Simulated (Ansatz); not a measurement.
AlNi: do energies and stresses tell the same story?

All numbers below come from DFT PBE, scalar-relativistic, plane waves, PAW in Ansatz.

Plane waves to 420 eV, a k mesh through Γ of 16×16×14 on the computed 2-atom cell and Gaussian smearing (0.10 eV); no spin polarisation.

Relaxed cell: P4/mmm, a = 2.889 Å, b = 2.889 Å, c = 2.901 Å, α = 90.00°, β = 90.00°, γ = 90.00°, 2 atoms in the primitive cell. Whether it is the stable form of this composition wasn't checked.

Energies at zero smearing and pressures from the stress tensor, at volumes with shape and atoms relaxed:
| V (Å³/atom) | E − E(first) (meV/atom) | P (GPa) |
| --- | --- | --- |
| 10.654 | 0.00 | 26.89 |
| 11.017 | -51.12 | 18.45 |
| 11.380 | -84.59 | 11.28 |
| 11.743 | -103.05 | 5.19 |
| 12.107 | -108.75 | 0.00 |
| 12.470 | -103.56 | -4.42 |
| 12.833 | -89.12 | -8.18 |
| 13.317 | -57.83 | -12.34 |

Problem. Check P = −dE/dV between neighbouring volumes, and get the bulk modulus from the pressures alone.

Solution. With 1 eV/Å³ = 160.2 GPa:
```tsv
middle V (Å³/atom)	−ΔE/ΔV (GPa)	mean P (GPa)
10.835	22.551	22.674
11.199	14.765	14.869
11.562	8.143	8.235
11.925	2.511	2.592
12.288	-2.286	-2.212
12.651	-6.370	-6.302
13.075	-10.353	-10.259
```

The two differ by 0.12 GPa at most. The mean of two end pressures misses the average over a step by about ΔV² P″/12, up to 0.11 GPa here; with that taken off 0.02 GPa remains. Around V = 12.107 Å³/atom, the two neighbours give B = −V ΔP/ΔV = 12.107 × 9.61 / 0.726 = 160.1 GPa, against B0 = 159.4 GPa from the Birch–Murnaghan fit of the energies.

A ferromagnetic start lost its moments in a first run, so spin was left out; other magnetic orders weren't tried.